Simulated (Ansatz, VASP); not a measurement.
One calculation of GaAs, two programs

INCAR

```
SYSTEM = GaAs
ALGO     = Normal         ! electronic algorithm
EDIFF    = 1E-7           ! SCF threshold, eV
EDIFFG   = -0.02          ! ionic threshold
ENCUT    = 600            ! plane-wave cutoff, eV
GGA      = PE             ! functional
IBRION   = 2              ! ionic algorithm
ISIF     = 3              ! what is computed and relaxed
ISMEAR   = 0              ! smearing method
IVDW     = 12             ! dispersion correction
LASPH    = .True.         ! aspherical terms in the spheres
LCHARG   = .False.        ! write CHGCAR
LREAL    = .False.        ! projectors in reciprocal space
LWAVE    = .False.        ! write WAVECAR
NELM     = 100            ! most SCF steps
NSW      = 70             ! ionic steps
PREC     = Accurate       ! precision mode
SIGMA    = 0.01           ! smearing width, eV
```

KPOINTS

```
k-points
0
Gamma
  10 10 10
  0 0 0
```

POSCAR

```
GaAs
1.0
    0.0000000000      2.8750910000      2.8750910000
    2.8750910000      0.0000000000      2.8750910000
    2.8750910000      2.8750910000      0.0000000000
Ga As
1 1
Direct
    0.0000000000      0.0000000000      0.0000000000
    0.2500000000      0.2500000000      0.2500000000
```

Input for Ansatz:

```yaml
crystal:
  lattice:
    - [0.0, 2.875091, 2.875091]
    - [2.875091, 0.0, 2.875091]
    - [2.875091, 2.875091, 0.0]
  atoms:
    - { symbol: Ga, position: [0.0, 0.0, 0.0] }
    - { symbol: As, position: [0.25, 0.25, 0.25] }
basis:
  ecutwfc: 420
kpoints:
  mp_grid: { grid: [10, 10, 10] }
hamiltonian:
  xc: pbe
  dispersion: d3bj
scf:
  occupations: { method: gaussian, width: 0.01 }
output:
  forces: true
  stress: true
  eigenvalues: true
relax:
  adjacent_minimum: "off"
  f_tol: 0.02
  max_steps: 50
  cell: { stress_tol: 0.1 }
```

The cell is a database's computed one.

Alike in both runs: task relaxation of cell and atoms; functional PBE; dispersion D3(BJ); k mesh 10 × 10 × 10; occupations gaussian, width 0.01 eV; no spin polarisation.

|  | VASP | Ansatz |
| --- | --- | --- |
| version | VASP 6.6.1 | Ansatz 0.2.0 |
| potentials or method | VASP PAW PBE potentials, release 64 (Ga_d, As) | scalar-relativistic, plane waves, PAW |
| plane-wave cutoff (eV) | 600 | 420 |
| valence electrons in the cell | 18 | 28 |

|  | VASP | Ansatz | Ansatz less VASP |
| --- | --- | --- | --- |
| gap on the k mesh at the Fermi level, each at its own relaxed structure (eV) | 0.42 | 0.43 | +0.017 |
| relaxed volume (Å³/atom) | 22.91 | 22.84 | -0.063 |
| relaxed cell length with the largest relative difference (Å) | 4.016 | 4.013 | -0.0037 |
| energy change over the relaxation (meV/atom) | -6 | -7 | -0.9 |

The two sets of potentials don't hold the same shells in valence.

As with any semilocal functional, this PBE gap is likely too small.
